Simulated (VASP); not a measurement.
SnS2 (Berndtite-2T):

```xyz
3
Lattice="3.6390 0.0000 0.0000 -1.8195 3.1515 0.0000 0.0000 0.0000 5.8680" Properties=species:S:1:pos:R:3 pbc="T T T"
Sn    0.0000    0.0000    0.0000
S     0.0000    2.1010    1.4670
S     1.8195    1.0505    4.4010
```

```yaml
Program: VASP 6.6.1
Task: relaxation of cell and atoms
Functional: PBE
Dispersion: D3(BJ)
Potentials_or_basis: VASP PAW PBE potentials, release 64 (Sn_d, S)
Cutoff: 600 eV
k_mesh: 9 × 9 × 5
Occupations: gaussian, width 0.03 eV
Spin: no spin polarisation
```

At the start: pressure 1.7 GPa; volume 22.43 Å³/atom.

**Question.** How do energy, volume and symmetry change on relaxing?

**Answer.** Over 14 steps the energy falls by 3.1 meV/atom and the volume is 22.57 Å³/atom (+0.6 %); space group P-3m1 (No. 164, to 0.05 Å).

The path:
| step | energy change (eV) | largest force (eV/Å) | pressure (GPa) | volume (Å³) |
| --- | --- | --- | --- | --- |
| 1 | 0.0000 | 0.2533 | 1.72 | 67.30 |
| 2 | -0.0012 | 0.1919 | -1.55 | 69.66 |
| 3 | -0.0080 | 0.0160 | -0.06 | 68.51 |
| 4 | -0.0080 | 0.0202 | 0.00 | 68.48 |
| 5 | -0.0082 | 0.0292 | 0.00 | 68.45 |
| 6 | -0.0085 | 0.0517 | -0.04 | 68.37 |
| 7 | -0.0087 | 0.0381 | -0.07 | 68.31 |
| 8 | -0.0091 | 0.0001 | -0.17 | 68.12 |
| 9 | -0.0092 | 0.0182 | -0.23 | 68.02 |
| 10 | -0.0093 | 0.0098 | -0.08 | 67.86 |
| 11 | -0.0093 | 0.0081 | -0.09 | 67.82 |
| 12 | -0.0094 | 0.0046 | -0.03 | 67.75 |
| 13 | -0.0094 | 0.0027 | 0.08 | 67.62 |
| 14 | -0.0094 | 0.0018 | -0.01 | 67.70 |

Final structure:
```
Sn S
1.0
     3.66721    0.00000    0.00000
    -1.83361    3.17590    0.00000
     0.00000    0.00000    5.81303
Sn S
1 2
Cartesian
  0.0000 0.0000 0.0000
  0.0000 2.1173 1.4786
  1.8336 1.0586 4.3344
```
